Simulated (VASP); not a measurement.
# Lu (P6_3/mmc) in VASP: a series of runs

Aim: see how the results for Lu move with the level of theory and the settings. Levels: r2SCAN+D3(BJ), SCAN+rVV10. Tasks: electron localisation function, electrostatic potential.

Program: VASP 6.6.1. These are calculated values, not measurements. Logs are shortened: lines on timing, memory, paths and dates and some standing lists are left out, and cuts for length are marked.

**1. Starting point**

The structure is hexagonal, space group P6_3/mmc (No. 194). Conventional cell: a = 3.503 Å, b = 3.503 Å, c = 5.551 Å, α = 90.00°, β = 90.00°, γ = 120.00°. Around Lu (site symmetry -6m2) lie 12 Lu at 3.43 to 3.50 Å.

**2. Electron localisation function, r2SCAN+D3(BJ) (volume scaled by 1.08)**

File INCAR:

```
SYSTEM = Lu
PREC = Accurate
ENCUT = 520
EDIFF = 1E-6
ISMEAR = 1
SIGMA = 0.2
LREAL = .False.
LASPH = .True.
NELM = 100
ALGO = Normal
ISIF = 2
LWAVE = .False.
LCHARG = .True.
METAGGA = R2SCAN
LMIXTAU = .True.
IVDW = 12
VDW_S6 = 1.0
VDW_S8 = 0.78981345
VDW_A1 = 0.49484001
VDW_A2 = 5.73083694
LELF = .True.
```

File KPOINTS:

```
regular mesh
0
Gamma
  9 9 5
  0 0 0
```

File POSCAR:

```
Lu
1.0
    3.5941300433      0.0000000000      0.0000000000
   -1.7970650216      3.1126079220      0.0000000000
    0.0000000000      0.0000000000      5.6951432894
Lu
2
Direct
    0.6666666667      0.3333333333      0.7500000000
    0.3333333333      0.6666666667      0.2500000000
```

Potentials or basis: VASP PAW PBE potentials, release 64 (Lu_3), 4f in core.

On the command line:

```console
$ cat potpaw_PBE.64/Lu_3/POTCAR > POTCAR
$ mpirun -np 1 vasp_std > vasp.out
```

OUTCAR:

```text
SYSTEM = Lu
   PREC = Accurate
   ENCUT = 520
   EDIFF = 1E-6
   ISMEAR = 1
   LREAL = .False.
   LASPH = .True.
   NELM = 100
   ISIF = 2
   METAGGA = R2SCAN
   IVDW = 12
 IVDW          = 12

 ion  position               nearest neighbor table
   1  0.667  0.333  0.750-   2 3.52   2 3.52   2 3.52   2 3.52   2 3.52   2 3.52
   2  0.333  0.667  0.250-   1 3.52   1 3.52   1 3.52   1 3.52   1 3.52   1 3.52

  LATTYP: Found a hexagonal cell.
 ALAT       =     3.5941300433
 C/A-ratio  =     1.5845679541

  Lattice vectors:

 A1 = (   3.5941300433,   0.0000000000,   0.0000000000)
 A2 = (  -1.7970650216,   3.1126079220,   0.0000000000)
 A3 = (   0.0000000000,   0.0000000000,   5.6951432894)

Analysis of symmetry for initial positions (statically):
=====================================================================
 Subroutine PRICEL returns:
 Original cell was already a primitive cell.

 Routine SETGRP: Setting up the symmetry group for a
 hexagonal supercell.

 Subroutine GETGRP returns: Found 24 space group operations
 (whereof 12 operations were pure point group operations)
 out of a pool of 24 trial point group operations.

The static configuration has the point symmetry D_3d.
 The point group associated with its full space group is D_6h.

Analysis of symmetry for dynamics (positions and initial velocities):
=====================================================================
 Subroutine PRICEL returns:
 Original cell was already a primitive cell.

 Routine SETGRP: Setting up the symmetry group for a
 hexagonal supercell.

 Subroutine GETGRP returns: Found 24 space group operations
 (whereof 12 operations were pure point group operations)
 out of a pool of 24 trial point group operations.

The dynamic configuration has the point symmetry D_3d.
 The point group associated with its full space group is D_6h.

 Subroutine INISYM returns: Found 24 space group operations
 (whereof 12 operations are pure point group operations),
 and found     1 'primitive' translations

----------------------------------------------------------------------------------------

                                     Primitive cell

  volume of cell :      63.7122

  direct lattice vectors                    reciprocal lattice vectors
     3.594130043  0.000000000  0.000000000     0.278231446  0.160637000  0.000000000
    -1.797065022  3.112607922  0.000000000     0.000000000  0.321274001  0.000000000
     0.000000000  0.000000000  5.695143289     0.000000000  0.000000000  0.175588207

  length of vectors
     3.594130043  3.594130043  5.695143289     0.321274001  0.321274001  0.175588207

  position of ions in fractional coordinates (direct lattice)
     0.666666667  0.333333333  0.750000000
     0.333333333  0.666666667  0.250000000

  ion indices of the primitive-cell ions
   primitive index   ion index
                 1           1
                 2           2

----------------------------------------------------------------------------------------

 KPOINTS: regular mesh

Automatic generation of k-mesh.
 Grid dimensions read from file:
 generate k-points for:    9    9    5

 Generating k-lattice:

  Cartesian coordinates                     Fractional coordinates (reciprocal lattice)
     0.030914605  0.017848556  0.000000000     0.111111111 -0.000000000  0.000000000
     0.000000000  0.035697111  0.000000000     0.000000000  0.111111111  0.000000000
     0.000000000  0.000000000  0.035117641     0.000000000  0.000000000  0.200000000

  Length of vectors
     0.035697111  0.035697111  0.035117641

  Shift w.r.t. Gamma in fractional coordinates (k-lattice)
     0.000000000  0.000000000  0.000000000

 Subroutine IBZKPT returns following result:
 ===========================================

 Found     36 irreducible k-points:

 Following reciprocal coordinates:
            Coordinates               Weight
  0.000000  0.000000  0.000000      1.000000
  0.111111  0.000000  0.000000      6.000000
  0.222222  0.000000  0.000000      6.000000
  0.333333  0.000000  0.000000      6.000000
  0.444444  0.000000  0.000000      6.000000
  0.111111  0.111111  0.000000      6.000000
[... 16 lines left out ...]
  0.333333  0.222222  0.200000     24.000000
  0.333333  0.333333  0.200000      4.000000
 [... further k-points ...]
   k-points           NKPTS =     36   k-points in BZ     NKDIM =     36   number of bands    NBANDS=     13
   number of dos      NEDOS =    301   number of ions     NIONS =      2
   total plane-waves  NPLWV =  32928
   dimension x,y,z NGX =    28 NGY =   28 NGZ =   42
   dimension x,y,z NGXF=    56 NGYF=   56 NGZF=   84
   ions per type =               2
   NGX,Y,Z   is equivalent  to a cutoff of  12.95, 12.95, 12.26 a.u.
   NGXF,Y,Z  is equivalent  to a cutoff of  25.90, 25.90, 24.52 a.u.
 SYSTEM =  Lu
   PREC   = accura    normal or accurate (medium, high low for compatibility)
   ISTART =      0    job   : 0-new  1-cont  2-samecut
   ICHARG =      2    charge: 1-file 2-atom 10-const
   ISPIN  =      1    spin polarized calculation?
   LNONCOLLINEAR =      F non collinear calculations
   LSORBIT =      F    spin-orbit coupling
   LASPH  =      T    aspherical Exc in radial PAW
   ENCUT  =  520.0 eV  38.22 Ry    6.18 a.u.   6.68  6.68 10.59*2*pi/ulx,y,z
   NELM   =    100;   NELMIN=  2; NELMDL= -5     # of ELM steps
   EDIFF  = 0.1E-05   stopping-criterion for ELM
   LREAL  =      F    real-space projection
   EDIFFG = 0.1E-04   stopping-criterion for IOM
   NSW    =      0    number of steps for IOM
   IBRION =     -1    ionic relax: 0-MD 1-quasi-New 2-CG
   NFREE  =      0    steps in history (QN), initial steepest desc. (CG)
   ISIF   =      2    stress and relaxation
   ISYM   =      2    0-nonsym 1-usesym 2-fastsym
   POTIM  = 0.5000    time-step for ionic-motion
   TEBEG  =    0.0;   TEEND  =   0.0 temperature during run
   PSTRESS=    0.0 pullay stress
   NELECT =      18.0000    total number of electrons
   NUPDOWN=      -1.0000    fix difference up-down
   EMIN   =  10.00;   EMAX   =-10.00  energy-range for DOS
   EFERMI =   0.00;   METHOD = LEGACY
   ISMEAR =     1;   SIGMA  =   0.20  broadening in eV -4-tet -1-fermi 0-gaus
   EFERMI_NEDOS =   21; number of points for ismear=-14 and -15
   IALGO  =     38    algorithm
   IMIX   =      4    mixing-type and parameters
     AMIX     =   0.40;   BMIX     =  1.00
     AMIX_MAG =   1.60;   BMIX_MAG =  1.00
  volume/ion in A,a.u.               =      31.86       214.98
  Fermi-wavevector in a.u.,A,eV,Ry     =   1.074215  2.029973 15.700290  1.153939
  Thomas-Fermi vector in A             =   2.210037
   LORBIT       =      0    0 simple, 1 ext, 2 COOP (PROOUT), +10 PAW based schemes
   METAGGA = R2SCAN    functional components
   LHFCALC =     F    Hartree Fock is set to
   AEXX    =    0.0000 exact exchange contribution
   IVDW    =    12    specifies the selected vdW correction
   LEPSILON=     F    determine dielectric tensor
   LRPA    =     F    only Hartree local field effects (RPA)
 non-spin polarized calculation
 Methfessel and Paxton  Order N= 1 SIGMA  =   0.20
  energy-cutoff  :      520.00
  volume of cell :       63.71
 maximum number of plane-waves:      1743
 NGX is ok and might be reduce to    28
   NGX = 13   NGY = 13   NGZ = 21

 number of electron      18.0000003 magnetization

 Free energy of the ion-electron system (eV)
  ---------------------------------------------------
  ext. energy  EPLUGINS =         0.00000000
  ---------------------------------------------------
  free energy    TOTEN  =       -76.10533727 eV

  energy without entropy =      -76.10208389  energy(sigma->0) =      -76.10425281

 E-fermi :   2.3137     XC(G=0): -10.2792

 val. band max:        2.2821940894   @ k =   0.2222   0.0000   0.2000
 cond. band min:       2.3400847350   @ k =   0.4444   0.0000   0.4000
 fundamental gap:      0.0578906456
 Fermi energy:         2.3136524178

 k-point     1 :       0.0000    0.0000    0.0000
  band No.  band energies     occupation
      1     -25.9453      2.00000
      2     -25.6275      2.00000
      3     -25.6275      2.00000
      4     -25.5686      2.00000
      5     -25.5686      2.00000
      6     -25.5488      2.00000
      7      -3.7438      2.00000
      8       0.0301      2.00000
      9       2.4912     -0.01839
     10       4.7394     -0.00000
     11       4.7394     -0.00000
     12       5.0321     -0.00000
     13       5.4183     -0.00000

 k-point     2 :       0.1111    0.0000    0.0000
  band No.  band energies     occupation
      1     -25.9306      2.00000
      2     -25.6572      2.00000
      3     -25.6374      2.00000
      4     -25.5998      2.00000
      5     -25.5729      2.00000
      6     -25.5555      2.00000
      7      -3.4648      2.00000
      8       0.3109      2.00000
      9       2.3681      0.55736
     10       4.1037     -0.00000
     11       4.9990     -0.00000
     12       5.0333     -0.00000
     13       5.4711     -0.00000

 k-point     3 :       0.2222    0.0000    0.0000
  band No.  band energies     occupation
      1     -25.8902      2.00000
      2     -25.7330      2.00000
      3     -25.6765      2.00000
      4     -25.6617      2.00000
      5     -25.5847      2.00000
      6     -25.5756      2.00000
      7      -2.6738      2.00000
      8       1.0265      2.00000
      9       2.0903      2.06678
     10       3.1923     -0.00000
     11       4.3430     -0.00000
     12       4.8638     -0.00000
     13       5.2131     -0.00000
[... 305 lines left out ...]
 k-point    23 :       0.3333    0.2222    0.2000
  band No.  band energies     occupation
      1     -25.8630      2.00000
      2     -25.8289      2.00000
      3     -25.7694      2.00000
      4     -25.7057      2.00000
      5     -25.6821      2.00000
      6     -25.6370      2.00000
      7       0.4828      2.00000
      8       1.4947      2.00000
      9       1.9197      2.01760
     10       2.0765      2.07043
     11       3.3989     -0.00000
     12       3.6729     -0.00000
     13       4.8461     -0.00000

 k-point    24 :       0.3333    0.3333    0.2000
  band No.  band energies     occupation
      1     -25.8243      2.00000
      2     -25.8202      2.00000
      3     -25.8202      2.00000
      4     -25.7232      2.00000
      5     -25.6655      2.00000
      6     -25.6655      2.00000
      7       1.4574      2.00000
      8       1.4574      2.00000
      9       1.6962      2.00011
     10       1.9356      2.02242
     11       3.3068     -0.00000
     12       3.3068     -0.00000
     13       5.0941     -0.00000

 [... further k-points ...]

------------------------ aborting loop because EDIFF is reached ----------------------------------------

 Edisp (eV)   -0.30725

 E8    (eV) :    -0.1328

  FORCE on cell =-STRESS in cart. coord.  units (eV):
  Direction    XX          YY          ZZ          XY          YZ          ZX
  --------------------------------------------------------------------------------------
  -------------------------------------------------------------------------------------
  Total      -1.57925    -1.57925    -1.84794    -0.00000    -0.00000    -0.00000
  in kB     -39.71342   -39.71342   -46.47038    -0.00000    -0.00000    -0.00000
  external pressure =      -41.97 kB  Pullay stress =        0.00 kB

 VOLUME and BASIS-vectors are now :
 -----------------------------------------------------------------------------
  energy-cutoff  :      520.00
  volume of cell :       63.71
      direct lattice vectors                 reciprocal lattice vectors
     3.594130043  0.000000000  0.000000000     0.278231446  0.160637000  0.000000000
    -1.797065022  3.112607922  0.000000000     0.000000000  0.321274001  0.000000000
     0.000000000  0.000000000  5.695143289     0.000000000  0.000000000  0.175588207

 POSITION                                       TOTAL-FORCE (eV/Angst)
 -----------------------------------------------------------------------------------
      1.79707      1.03754      4.27136        -0.000000      0.000000      0.000000
     -0.00000      2.07507      1.42379         0.000000     -0.000000      0.000000
 -----------------------------------------------------------------------------------
    total drift:                               -0.000000      0.000000     -0.000000

  FREE ENERGIE OF THE ION-ELECTRON SYSTEM (eV)
  ---------------------------------------------------
  free  energy   TOTEN  =       -76.4125837640 eV

  energy  without entropy=      -76.4093303815  energy(sigma->0) =      -76.41149930
```

Run time: 4.7 min. Hardware: 1 thread of AMD EPYC 7R43 (Zen 3), shared host; peak memory 0.16 GiB.

Results:

```
Free energy                : -76.4126 eV
Pressure                   : -4.2 GPa
Band gap on the k mesh     : none (metal or under the smearing width)
Dispersion energy per atom : -0.154 eV
```

Levels at points of the mesh, in eV from the Fermi level:
```csv
k point,band 7,band 8,band 9,band 10,band 11,band 12
"(0.00, 0.00, 0.00)",-6.06,-2.28,0.18,2.43,2.43,2.72
```

Caveat: the PAW data sets were made with another functional, which shifts forces and pressure a little; pairwise dispersion overbinds metals, which lowers pressure and volume.

**3. Electrostatic potential, SCAN+rVV10**

File INCAR:

```
ALGO = Normal
BPARAM = 15.7
CPARAM = 0.0093
EDIFF = 1E-6
ENCUT = 520
ISIF = 2
ISMEAR = 0
IVDW_NL = 2
LASPH = T
LCHARG = T
LMIXTAU = T
LREAL = F
LUSE_VDW = T
LVHAR = T
LWAVE = F
METAGGA = SCAN
NELM = 80
PREC = Accurate
SIGMA = 0.01
```

File KPOINTS:

```
k-points
0
Gamma
  9 9 5
```

File POSCAR:

```
Lu
3.5031
    1.000000000000      0.000000000000      0.000000000000
   -0.500000000000      0.866025403785      0.000000000000
    0.000000000000      0.000000000000      1.584567954098
Lu
2
Direct
    0.6666666667      0.3333333333      0.7500000000
    0.3333333333      0.6666666667      0.2500000000
```

Potentials or basis: VASP PAW PBE potentials, release 64 (Lu_3), 4f in core.

On the command line:

```console
$ cat potpaw_PBE.64/Lu_3/POTCAR > POTCAR
$ mpirun -np 1 vasp_std > vasp.out
```

Run time: 5.7 min. Hardware: 1 thread of AMD EPYC 7R43 (Zen 3), shared host; peak memory 0.28 GiB.

Results (log left out):

```
Free energy            : -110.3766 eV
Pressure               : -2.6 GPa
Band gap on the k mesh : none (metal or under the smearing width)
```

Stress tensor (GPa, compression positive):
```
-1.99  0.00  0.00
 0.00 -1.99  0.00
 0.00  0.00 -3.69
```

Levels at points of the mesh, in eV from the Fermi level:
| k point | band 7 | band 8 | band 9 | band 10 | band 11 | band 12 |
| --- | --- | --- | --- | --- | --- | --- |
| (0.00, 0.00, 0.00) | -6.41 | -2.59 | 0.50 | 2.35 | 2.35 | 2.61 |

Caveat: the PAW data sets were made with another functional, which shifts forces and pressure a little; pairwise dispersion overbinds metals, which lowers pressure and volume. The run has no spin-orbit coupling, so splittings on Lu are missing.
